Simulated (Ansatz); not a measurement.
## TePb under changes of volume

One of the cells (32.055 Å³/atom); the others are scaled copies at fixed shape and fractional positions:

```
Pb Te
1.0
     4.00229    0.00000    0.00000
     0.00000    4.00229    0.00000
     0.00000    0.00000    4.00229
Pb Te
1 1
Direct
  0.00000 0.00000 0.00000
  0.50000 0.50000 0.50000
```

Measurements of this composition are mostly on another form, of space group No. 225.

```yaml
Program: Ansatz 0.2.0
Functional: r2SCAN
Potentials_or_basis: Ansatz PAW
Cutoff: "500 eV (not typed: the program's choice for these potentials)"
k_mesh: 7 × 7 × 7
Occupations: fermi-dirac, width 0.05 eV
Spin: no spin polarisation
```

| volume (Å³/atom) | energy over the lowest point (meV/atom) | pressure (GPa) |
| --- | --- | --- |
| 30.132 | 15.83 | 2.8 |
| 30.773 | 6.33 | 1.7 |
| 31.414 | 1.18 | 0.7 |
| 32.055 | 0.00 | -0.2 |
| 32.696 | 2.43 | -1.1 |
| 33.337 | 8.11 | -1.8 |
| 33.978 | ? | ? |

Task: What does the run at 33.978 Å³/atom give?

Result: Energy over the lowest point 16.71 meV/atom; pressure -2.5 GPa.

Worked out: A Birch-Murnaghan fit of order 3 (a polynomial in V^(-2/3)) to the other rows has its minimum at 31.94 Å³/atom with B0 = V·E''(V) = 46 GPa and B' = 3.8. It gives 16.77 meV/atom at 33.978 Å³/atom, against the run's 16.71, and -dE/dV = -2.5 GPa, against -2.5.

Energies are extrapolated to zero smearing.

Caveats: the PAW data sets come from PBE, with cores solved anew for the run's functional, which leaves a small shift of forces and pressure.
